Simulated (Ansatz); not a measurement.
# ZnS (F-43m) in Ansatz: a series of runs

The runs below take ZnS through single point, relaxation of cell and atoms, with PBE, BLYP, PBE+D3(BJ).

All numbers are computed with Ansatz 0.2.0; they aren't measurements. Logs are shortened: lines on timing, memory, paths and dates and some standing lists are left out, and cuts for length are marked.

**Experimental background.**

“Electronic, vibrational, and thermodynamic properties of ZnS (zincblende and rocksalt structure)”, 2009, arxiv:0911.5022 quotes, for a bulk crystal of ZnS at 19 K: band gap 3.85 eV (direct).

The runs below are set against these values where they give the same quantity.

## (1) The structure

Symmetry: F-43m, No. 216, cubic system. The conventional cell has a = 5.404 Å, b = 5.404 Å, c = 5.404 Å, α = 90.00°, β = 90.00°, γ = 90.00°. Around Zn (site symmetry -43m) lie 4 S at 2.34 Å. Around S (site symmetry -43m) lie 4 Zn at 2.34 Å.

## (2) Single point, PBE

The input, input.yaml:

```yaml
crystal:
  lattice:
    - [0.0, 2.702, 2.702]
    - [2.702, 0.0, 2.702]
    - [2.702, 2.702, 0.0]
  atoms:
    - { symbol: Zn, position: [0.75, 0.75, 0.75] }
    - { symbol: S, position: [0.0, 0.0, 0.0] }
kpoints:
  mp_grid: { grid: [9, 9, 9] }
scf:
  occupations: { method: gaussian, width: 0.012 }
hamiltonian:
  xc: pbe
  pseudopotentials: { kind: all_electron, lapw: { basis_error: 0.001 } }
output:
  forces: true
  stress: true
  eigenvalues: true
```

Potentials or basis: all-electron LAPW, scalar-relativistic.

The run is started by

```bash
> ansatz run input.yaml --threads 1 --pin off --max-ram 3072MiB --backend cpu --events-out ev --progress --plain --runs-dir out
```

The log of the run:

```text
Warning: RAYON_NUM_THREADS=1 ignored (pool sized by the plan → 1); use --threads N
LAPW: plane waves up to 8.579 Å⁻¹, error target 1.0e-3 eV per atom; small_component_spin mean_spin; S in spheres of 1.038 Å, 14 of its electrons in bands, Dirac shells []; Zn in spheres of 1.302 Å, 20 of its electrons in bands, Dirac shells [] (how accurate: hamiltonian.pseudopotentials.lapw.basis_error, Limitations)
Engine: ansatz 0.2.0, aarch64-unknown-linux-gnu
Pseudopotentials: kind: all_electron
Pseudopotential: Zn, LAPW, valence charge 20, lapw/all_electron/scalar/gaussian/Zn, Koelling and Harmon's equation, gaussian nucleus
Pseudopotential: S, LAPW, valence charge 14, lapw/all_electron/scalar/gaussian/S, Koelling and Harmon's equation, gaussian nucleus
Functional definition: PBE
  parameter kappa = 0.804
  parameter beta = 0.06672455060314922
  exchange = pbe_x(kappa = kappa, mu = beta*pi^2/3)
  correlation = pbe_c(beta = beta)
Crystal: 2 atoms, lattice volume = 39.454 Å³
Basis set: ecut = 280.44215469609446 eV, 411 PW (Γ), exchange–correlation at level 2
Bands: 21, of which v1, the nominal top of the filled ones, is band 17 counted from 1 (16 counted from 0)
Symmetry: 24 space group operations
Space group: F-43m (ITA 216), of the structure as read, at distance tolerance 3.4e-5 Å
k-points: 35 of 729 (time reversal used)
Non-local potential: Zn, projectors of the file, none
Non-local potential: S, projectors of the file, none
Initial density: superposition of atomic densities (chi_scale 0.1, normalization cell, long waves kept (reshape's long-wave potential 0.00 eV rms))
Initial wavefunctions: plane waves of lowest kinetic energy (no species holds an atomic orbital)
Functional: x = pbe(κ = 0.804, μ = 0.2195149727645171), c = pbe(β = 0.06672455060314922)
iter 1 solved again at ethr=3.08e-3 eV; its pass at ethr=1.00e-1 eV (dr2=1.05e0 eV) is discarded
SCF iter   1: F=—  HF=-59737.761444 eV  |F-HF|=—  |Δ(HF+E_count)|=         —  Δρ=4.03e-2  dr2=1.05e0  ethr=3.08e-3  ⟨swp⟩=2.0  Hψ=5005  notcnv=0
preconditioner: auto → none  [insulator: Δε(μ)=2.380 eV  Ē_g=11.613 eV  σ=0.012 eV  W_gap=1.00  n_scr=14 (ndim 8)  ℏωp=25.1 eV  f_vac=0.113  D(μ)=0.00/eV (n_scr^D=0)  ε∞_Penn≈5.7]
iter 2 solved again at ethr=1.48e-4 eV; its pass at ethr=3.08e-3 eV (dr2=5.02e-2 eV) is discarded
SCF iter   2: F=—  HF=-59737.430585 eV  |F-HF|=—  |Δ(HF+E_count)|=   3.31e-1  Δρ=1.32e-2  dr2=5.02e-2  ethr=1.48e-4  ⟨swp⟩=2.0  Hψ=3970  notcnv=0
SCF iter   3: F=—  HF=-59737.339439 eV  |F-HF|=—  |Δ(HF+E_count)|=   9.11e-2  Δρ=7.58e-3  dr2=1.55e-2  ethr=1.48e-4  ⟨swp⟩=3.0  Hψ=2399  notcnv=0
SCF iter   4: F=—  HF=-59737.331890 eV  |F-HF|=—  |Δ(HF+E_count)|=         —  Δρ=3.73e-3  dr2=3.78e-3  ethr=4.57e-5  ⟨swp⟩=2.0  Hψ=2160  notcnv=0
the basis was enlarged: its passes take 145.8 KiB over the memory plan, 1 of 1 planned eigensolver slots
SCF iter   5: F=—  HF=-59737.332204 eV  |F-HF|=—  |Δ(HF+E_count)|=   3.14e-4  Δρ=6.76e-4  dr2=1.20e-4  ethr=1.11e-5  ⟨swp⟩=2.0  Hψ=2159  notcnv=0
SCF iter   6: F=—  HF=-59737.332267 eV  |F-HF|=—  |Δ(HF+E_count)|=   6.26e-5  Δρ=7.65e-5  dr2=1.59e-6  ethr=3.52e-7  ⟨swp⟩=2.7  Hψ=2057  notcnv=0
SCF iter   7: F=-59737.332270 eV  HF=-59737.332270 eV  |F-HF|=6.86e-9  |Δ(HF+E_count)|=   3.07e-6  Δρ=4.51e-6  dr2=7.74e-9  ethr=4.67e-9  ⟨swp⟩=3.0  Hψ=2196  notcnv=0
SCF 1 converged in 7 iterations: F = -59737.332270 eV  dr2 = 7.74e-9
SCF converged after 7 iterations
Free energy (F): -59737.332270 eV
Harris-Foulkes:  -59737.332270 eV  (|F-HF|=6.86e-9)
Internal energy: -59737.332270 eV  (E = F + TS)
E sigma→0 (E₀):  -59737.332270 eV
Fermi energy:    8.366663 eV
--- Per-component energies (eV) ---
  E_band       = -1880.246062
  E_kinetic    = 60684.782291
  E_xc         = -2648.997923
  E_electrostatic = -117773.116638  (all electrons and nuclei)
  E_smearing   = -0.000000  (= −TS)
  E_closure    = 0.000000  (closes the sum)
  E_atoms      = -59730.497347  (free atoms, spherical and without spin; not in F)
  Σ components = -59737.332270   (vs F -59737.332270, Δ=0.00e0)
  Basis errors (estimates in eV, not in F): energy 4.6e-4 per atom: plane waves 4.1e-4 (2.4e-4 summed), levels above the bands 0.0e0, relativity 2.4e-8, radial functions 4.6e-5, core shells 1.5e-10; eigenvalues (radial functions only) 1.2e-6; not estimated: angular momenta, meshes, grids; target (lapw.basis_error) 1.0e-3; muffin-tin radii S 1.038 Å, Zn 1.302 Å
--- Forces (eV/Å), atoms counted from 1 ---
  atom   1  Zn    -0.00000000     0.00000000    -0.00000000
  atom   2  S      0.00000000    -0.00000000     0.00000000
  max |Σ_I F_I| component: 3.24e-17 eV/Å
--- Stress (GPa, compression-positive) ---
        1.611397      -0.000000      -0.000000
       -0.000000       1.611397       0.000000
       -0.000000       0.000000       1.611397
  P = ⅓ Tr σ = 1.6114 GPa (16.114 kbar)
--- Band table (eV; the first three rows and the last of 35) ---
  k-point 0: bands = ["-197.3488", "-142.1211", "-142.1211", "-142.1211", "-117.5446", "-71.7138", "-71.7138", "-71.7138", "-5.8293", "0.9762", "0.9762", "0.9762", "1.4754", "1.4754", "7.3103", "7.3103", "7.3103", "9.4229", "13.6831", "13.6831", "13.6831"]
  k-point 1: bands = ["-197.3488", "-142.1211", "-142.1211", "-142.1211", "-117.5446", "-71.7138", "-71.7138", "-71.7138", "-5.7364", "0.9765", "0.9931", "0.9931", "1.4739", "1.4739", "6.3799", "7.1920", "7.1920", "10.1281", "13.5907", "13.8883", "13.8883"]
  k-point 2: bands = ["-197.3488", "-142.1211", "-142.1211", "-142.1211", "-117.5446", "-71.7138", "-71.7138", "-71.7138", "-5.4857", "1.0050", "1.0327", "1.0327", "1.4751", "1.4751", "4.8589", "6.9175", "6.9175", "10.7467", "13.9866", "14.2498", "14.2498"]
  k-point 34: bands = ["-197.3488", "-142.1211", "-142.1211", "-142.1211", "-117.5446", "-71.7139", "-71.7139", "-71.7138", "-4.6086", "1.1059", "1.2383", "1.4002", "1.4625", "1.8253", "2.7612", "4.4195", "4.9424", "12.8815", "13.2159", "14.7942", "16.3074"]
```

It took 12 s on 1 thread of Arm Neoverse V1, shared host; peak memory 0.27 GiB.

Results:

* Free energy: -59737.3323 eV
* Pressure: 1.6 GPa
* Band gap on the k mesh: 2.11 eV, direct

## (3) Relaxation of cell and atoms, BLYP

Edit input.yaml of step 2 so:

```diff
@@ -11,5 +11,5 @@
 scf:
-  occupations: { method: gaussian, width: 0.012 }
+  occupations: { method: fermi_dirac, width: 0.05 }
 hamiltonian:
-  xc: pbe
+  xc: blyp
   pseudopotentials: { kind: all_electron, lapw: { basis_error: 0.001 } }
@@ -18,2 +18,5 @@
   stress: true
-  eigenvalues: true
+relax:
+  f_tol: 0.01
+  max_steps: 60
+  cell: {}
```

Potentials or basis: all-electron LAPW, scalar-relativistic.

The run is started by

```bash
> ansatz run input.yaml --threads 1 --pin off --max-ram 3072MiB --backend cpu --events-out ev --progress --plain --runs-dir out
```

Run time: 35 s. Hardware: 1 thread of Arm Neoverse V1, shared host; peak memory 0.28 GiB.

Results (log left out):

```
Free energy                            : -59751.4693 eV
Relaxed volume                         : 21.28 Å³/atom
Relaxed cell                           : a = 3.919 Å, b = 3.919 Å, c = 3.919 Å, α = 60.00°, β = 60.00°, γ = 60.00°
Space group after relaxing (to 0.05 Å) : F-43m (No. 216)
Energy gained by relaxing              : 24.7 meV/atom
Ionic steps                            : 5
Pressure after relaxing                : 0.0 GPa
Band gap on the k mesh                 : 1.75 eV
```

Step by step:
```tsv
step	energy change (eV)	largest force (eV/Å)	volume (Å³)
1	0.0000	0.0000	39.45
2	-0.0398	0.0000	41.14
3	-0.0493	0.0000	42.39
4	-0.0494	0.0000	42.56
5	-0.0494	0.0000	42.56
```

Final structure:
```
Zn S
1.0
     0.00000    2.77112    2.77112
     2.77112    0.00000    2.77112
     2.77112    2.77112    0.00000
Zn S
1 1
Direct
  0.75000 0.75000 0.75000
  0.00000 0.00000 0.00000
```

Caveat: an odd mesh through Γ misses points on the zone boundary, where band edges often lie.

## (4) Single point, PBE

The input, input.yaml:

```yaml
crystal:
  lattice:
    - [0.0, 2.702, 2.702]
    - [2.702, 0.0, 2.702]
    - [2.702, 2.702, 0.0]
  atoms:
    - { symbol: Zn, position: [0.75, 0.75, 0.75] }
    - { symbol: S, position: [0.0, 0.0, 0.0] }
kpoints:
  mp_grid: { grid: [6, 6, 6] }
scf:
  occupations: { method: fermi_dirac, width: 0.02 }
hamiltonian:
  xc: pbe
  pseudopotentials: { kind: all_electron, lapw: { basis_error: 0.003 } }
output:
  forces: true
  stress: true
  eigenvalues: true
```

The run is started by

```bash
> ansatz run input.yaml --threads 1 --pin off --max-ram 3072MiB --backend cpu --events-out ev --progress --plain --runs-dir out
```

It took 5 s on 1 thread of Arm Neoverse V1, shared host; peak memory 0.22 GiB.

The run converged. Its results:

| Property | Result |
| --- | --- |
| Free energy | -59737.3279 eV |
| Pressure | 1.6 GPa |
| Band gap on the k mesh | 2.11 eV, direct |

Levels at points of the mesh, in eV from the valence-band top:
```tsv
k point	band 13	band 14	band 15	band 16	band 17	band 18	band 19	band 20	band 21
(0.00, 0.00, 0.00)	-5.84	-5.84	0.00	0.00	0.00	2.11	6.37	6.37	6.37
(0.00, 0.00, -0.50)	-5.81	-5.63	-5.29	-0.87	-0.87	3.31	6.90	6.90	8.87
(0.00, -0.50, -0.50)	-5.76	-5.62	-4.56	-2.22	-2.22	3.40	4.07	10.96	11.94
```

[end of part 1 of 2]
